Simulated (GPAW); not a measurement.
A run of GPAW 26.7.0:

File run.py:

```python
import numpy as np
from ase import Atoms
from ase.dft.bandgap import bandgap
from ase.io import write
from ase.units import GPa
from gpaw import GPAW, PW
from gpaw.spinorbit import soc_eigenstates

atoms = Atoms(['W'],
              cell=[[0.0, 2.03, 2.03],
                    [2.03, 0.0, 2.03],
                    [2.03, 2.03, 0.0]],
              scaled_positions=[[0.0, 0.0, 0.0]],
              pbc=True)

calc = GPAW(mode=PW(600),
            xc='PBE',
            kpts={'size': (8, 8, 8), 'gamma': True},
            occupations={'name': 'fermi-dirac', 'width': 0.05},
            nbands=16,
            convergence={'density': 1e-05, 'energy': 1e-05},
            maxiter=150,
            txt='gpaw.txt')
atoms.calc = calc
energy = atoms.get_potential_energy()
forces = atoms.get_forces()
stress = atoms.get_stress()
calc.write('gs.gpw')
write('result.traj', atoms)
print(f'Energy: {energy:.6f} eV')
print('Forces (eV/A):')
print(forces.round(4))
print('Stress (GPa):', (stress / GPa).round(3))
print('Fermi level:', round(calc.get_fermi_level(), 4), 'eV')
print(f'Gap: {bandgap(calc)[0]:.4f} eV, direct: {bandgap(calc, direct=True)[0]:.4f} eV')

path = atoms.cell.bandpath('GXWKGLUWLK,UX', npoints=100, eps=1e-4)
bs_calc = calc.fixed_density(kpts=path, symmetry='off', nbands=24,
                             convergence={'bands': 'CBM+6.0', 'eigenstates': 1e-6}, txt='bands.txt')
bs = bs_calc.band_structure()
bs.write('bs.json')
print(f'Gap on the path: {bandgap(bs_calc)[0]:.4f} eV')

soc = soc_eigenstates(bs_calc, theta=0, phi=0)
np.savetxt('soc_bands.dat', soc.eigenvalues(), fmt='%.4f')
mesh = soc_eigenstates('gs.gpw', theta=0, phi=0)
np.savetxt('soc_mesh.dat', mesh.eigenvalues(), fmt='%.4f')
print('Fermi level with spin-orbit coupling:', round(mesh.fermi_level, 4), 'eV')
```

Potentials or basis: GPAW PAW data sets (gpaw-data 1.2.1), pw.

The run is started by

```sh
$ OMP_NUM_THREADS=1 python run.py
```

Hardware: 1 thread of Arm Neoverse N1, on a shared host.

Task: Estimate the wall time of this run.

Result: Wall time 33 s on 1 thread of Arm Neoverse N1, with other jobs on the host, peak memory 0.2 GiB. Counts: scf iterations 11, plane waves 568, bands 16, k points 29.
